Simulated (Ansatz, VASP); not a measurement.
# Au in VASP and in Ansatz

```xyz
5
Lattice="2.8628 0.0000 0.0000 -1.4314 2.4793 0.0000 0.0000 0.0000 24.3499" Properties=species:S:1:pos:R:3 pbc="T T T"
Au    1.4314    0.8264    7.5024
Au    0.0000    1.6528    9.8560
Au    0.0000    0.0000   12.1750
Au    1.4314    0.8264   14.4939
Au    0.0000    1.6528   16.8476
```

Alike in both runs: functional LDA; k mesh 12 × 12 × 1; occupations gaussian, width 0.1 eV; no spin polarisation.

Ansatz relaxed the structure, and its values are those at the end. VASP's run is a single point on that final structure, the one shown.

|  | VASP | Ansatz |
| --- | --- | --- |
| version | VASP 6.6.1 | Ansatz 0.2.0 |
| potentials or method | VASP PAW LDA potentials, release 64 (Au) | scalar-relativistic, plane waves, PAW |
| plane-wave cutoff (eV) | 520 | 420 |
| valence electrons in the cell | 55 | 95 |

```tsv
	VASP	Ansatz	Ansatz less VASP
gap on the k mesh at the Fermi level (eV)	none	none	-
rms of the force components (eV/Å)	0.008	0.001	-0.0072
work function, face that differs most (eV)	5.61	5.62	+0.015
```

A gap of «none» marks a metal or a gap that the smearing closes. The two sets of potentials don't hold the same shells in valence.

Spin-orbit coupling is left out, which matters for the levels of Au.
